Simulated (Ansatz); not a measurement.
# BaTiO3: properties at the relaxed cell

The task here is to estimate one member of a computed series from the others.

Program: Ansatz 0.2.0. Level of theory: DFT PBEsol, scalar-relativistic, plane waves, PAW. These are calculated values, not measurements.

**Starting point**

It takes space group R3m (No. 160, trigonal). Conventional cell: a = 5.635 Å, b = 5.635 Å, c = 6.925 Å, α = 90.00°, β = 90.00°, γ = 120.00°. Around Ba (site symmetry 3m) lie 12 O at 2.76 to 2.89 Å. Around Ti (site symmetry 3m) lie 6 O at 1.88 to 2.12 Å. O (site symmetry m) is surrounded by 2 Ti at 1.88 to 2.12 Å.

As a file:

```
CELL_PARAMETERS angstrom
2.81727 1.62655 2.30833
-2.81727 1.62655 2.30833
0.00000 -3.25311 2.30833
ATOMIC_POSITIONS crystal
Ba 0.99765 0.99765 0.99765
Ti 0.48662 0.48662 0.48662
O 0.50955 0.50955 0.01583
O 0.01583 0.50955 0.50955
O 0.50955 0.01583 0.50955
```

This cell was relaxed beforehand with the same method: volume 12.69 Å³/atom, gap on the mesh 2.35 eV.

Set-up of the first run:

The input, input.yaml:

```yaml
crystal:
  lattice:
    - [2.7888134517, 1.610122197, 2.2850086799]
    - [-2.7888134517, 1.610122197, 2.2850086799]
    - [0.0, -3.2202443941, 2.2850086799]
  atoms:
    - { symbol: Ba, position: [-0.0023475528, -0.0023475528, -0.0023475528] }
    - { symbol: Ti, position: [0.4866171494, 0.4866171494, 0.4866171494] }
    - { symbol: O, position: [0.5095496334, 0.5095496334, 0.0158311366] }
    - { symbol: O, position: [0.0158311366, 0.5095496334, 0.5095496334] }
    - { symbol: O, position: [0.5095496334, 0.0158311366, 0.5095496334] }
basis:
  ecutwfc: 420
kpoints:
  mp_grid: { grid: [9, 9, 9] }
hamiltonian:
  xc: pbesol
scf:
  occupations: { method: gaussian, width: 0.02 }
output:
  forces: true
  stress: true
  eigenvalues: true
  write_density: true
  write_potential: true
  elf: true
  volumetric_format: npy
relax:
  adjacent_minimum: "off"
  f_tol: 0.01
  max_steps: 30
  cell: { stress_tol: 0.1, fix: [volume] }
```

The run is started by

```
ansatz run input.yaml --threads 2 --pin off --max-ram 5120MiB --backend cpu --events-out ev --progress --plain --runs-dir out
```

Among the steps run: Volume × 0.97; Volume × 1.03; Point at V/V0 = 0.94; The cell scaled to 1.06 of its volume; Point at V/V0 = 0.91; Point at V/V0 = 1.10; The cell scaled to 0.88 of its volume.

One table of the session follows, with a row left open; its other results are not shown here.

It belongs to the step «Fit of the equation of state». 

```
volume (Å³/atom)  energy above the lowest point (meV/atom)  pressure (GPa)  gap on the mesh (eV)
          11.170                                     103.9           26.38                  1.95
          11.551                                      52.3           17.25                  1.94
          11.932                                         ?               ?                     ?
          12.313                                       4.7            4.17                  2.16
          12.693                                       0.0           -0.01                  2.35
          13.074                                       4.0           -3.23                  2.55
          13.455                                      14.8           -5.75                  2.72
          13.963                                      37.2           -8.21                  2.90
```

Q: Estimate the row for volume (Å³/atom) = 11.932 from the others.

Worked estimate for «energy above the lowest point (meV/atom)». A straight line through the neighbours (11.551, 52.3) and (12.313, 4.7) gives 52.3 + (4.7 − 52.3) × (11.932 − 11.551) / (12.313 − 11.551) = 28.5; a parabola fitted to 4 rows on both sides gives 20.7.

As computed: energy above the lowest point (meV/atom): 20.8; pressure (GPa): 9.59; gap on the mesh (eV): 1.95. In «energy above the lowest point (meV/atom)» the line misses by +7.7 and the parabola by -0.1.
